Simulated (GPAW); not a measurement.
Zn:

```xyz
2
Lattice="2.6700 0.0000 0.0000 -1.3350 2.3123 0.0000 0.0000 0.0000 4.9660" Properties=species:S:1:pos:R:3 pbc="T T T"
Zn    1.3350    0.7708    3.7245
Zn    0.0000    1.5415    1.2415
```

Base run:

| Property | Result |
| --- | --- |
| Program | GPAW 26.7.0 |
| Functional | PBE |
| Potentials or basis | SG15 ONCV 1.2 |
| Cutoff | 800 eV |
| Basis | pw |
| k mesh | 9 × 9 × 5 |
| Occupations | fermi-dirac, width 0.05 eV |
| Spin | no spin polarisation |

Its results: band gap on the k mesh none (metal or under the smearing width); pressure -13.2 GPa.

The run is repeated on the same cell with these changes: functional from PBE to LDA; potentials or basis from SG15 ONCV 1.2 to the program's PAW data sets (release 1.2.1) made for this functional; cutoff from 800 eV to 500 eV; valence electrons from 40 to 24. What comes out?

Band gap on the k mesh none (metal or under the smearing width); pressure -9.6 GPa.

Caveats: the cutoff is short for stress and forces, so pressures can be off by a GPa or more (some runs).
